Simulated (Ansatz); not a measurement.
# A strain series on CaSe (Fm-3m): biaxial in x and y, z held

A 2-atom cell of CaSe started from a crystallographic database, relaxed with r2SCAN in the PAW code Ansatz, then strained (biaxial in x and y, z held; changes of length per length, axes as in the cell below) with the atoms relaxed again within the symmetry that is left. It is cubic, Fm-3m (No. 225); conventional cell a = 5.935 Å, 26.13 Å³ an atom. Ca has 6 Se at 2.97 Å; Se has 6 Ca at 2.97 Å. No spin polarisation and no zero-point or thermal motion.

```yaml
crystal:
  lattice:
    - [0.00000, 2.96753, 2.96753]
    - [2.96753, 0.00000, 2.96753]
    - [2.96753, 2.96753, 0.00000]
  atoms:
    - { symbol: Ca, position: [0.00000, 0.00000, 0.00000] }
    - { symbol: Se, position: [0.50000, 0.50000, 0.50000] }
```

Gaps are the least over each mesh (PBE 8×8×8, r2SCAN 8×8×8, HSE06 6×6×6 when unstrained) and the special points, which keep their unstrained names; stress is the change from the unstrained cell, compression positive.

| strain (%) | gap, PBE (eV) | gap, r2SCAN (eV) | gap, HSE06 (eV) | edges, HSE06 | in-plane stress, r2SCAN (GPa) | energy rise, r2SCAN (meV/atom) |
| --- | --- | --- | --- | --- | --- | --- |
| -1.14 | 1.999 | 2.458 | 2.937 | Γ → X | +1.67 | 3.0 |
| 0.0 | 2.057 | 2.517 | 2.999 | Γ → X | 0.00 | 0.0 |
| +1.14 | 2.102 | 2.562 | 3.048 | Γ → X | -1.44 | 2.8 |
| +3.89 | 2.198 | 2.657 | 3.144 | Γ → X | -4.11 | 29.3 |

Between zero and the nearest strains the slope of the HSE06 gap against strain is +0.055 eV per percent for negative and +0.043 for positive strain.

The runs are scalar-relativistic, without spin-orbit coupling.

The meshes of the hybrids are coarse, so their gaps aren't converged to the digits shown.
